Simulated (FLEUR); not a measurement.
CoO under changes of volume

One of the cells (9.578 Å³/atom); the others are scaled copies at fixed shape and fractional positions:

```
Co O
1.0
     1.50547    0.86918    2.43993
    -1.50547    0.86918    2.43993
     0.00000   -1.73837    2.43993
Co O
1 1
Direct
  0.00000 0.00000 0.00000
  0.50000 0.50000 0.50000
```

The cell is a database's computed one.

* Program: FLEUR MaX-R8.1 (later development tree)
* Functional: PBE
* Potentials or basis: all-electron
* Basis: FLAPW
* Kmax: 4.8 1/bohr
* k mesh: 11 × 11 × 11
* Occupations: fermi-dirac, width 0.05 eV
* Spin: collinear spin, ferromagnetic start
* Starting moments: [2.0, 0.0] μB

```tsv
volume (Å³/atom)	energy over the lowest point (meV/atom)	moment (μB per cell)
9.003	19.68	2.73
9.195	8.18	2.81
9.387	1.82	2.86
9.578	0.00	2.91
9.770	2.16	2.95
9.961	8.04	2.97
10.153	?	?
```

What does the run at 10.153 Å³/atom give?

Energy over the lowest point 17.42 meV/atom; moment 2.99 μB per cell.

Worked out: A Birch-Murnaghan fit of order 3 (a polynomial in V^(-2/3)) to the other rows has its minimum at 9.57 Å³/atom with B0 = V·E''(V) = 171 GPa and B' = 4.5 at fixed shape and positions, which overstates the stiffness. It gives 17.16 meV/atom at 10.153 Å³/atom, against the run's 17.42. A parabola through the other rows of the moment, of slope 0.028 μB per Å³/atom there, extrapolates to 2.98 μB, against the run's 2.99.

Energies are extrapolated to zero smearing.

Caveats: a cell with one magnetic atom can't hold antiferromagnetic order, which such compounds often take.
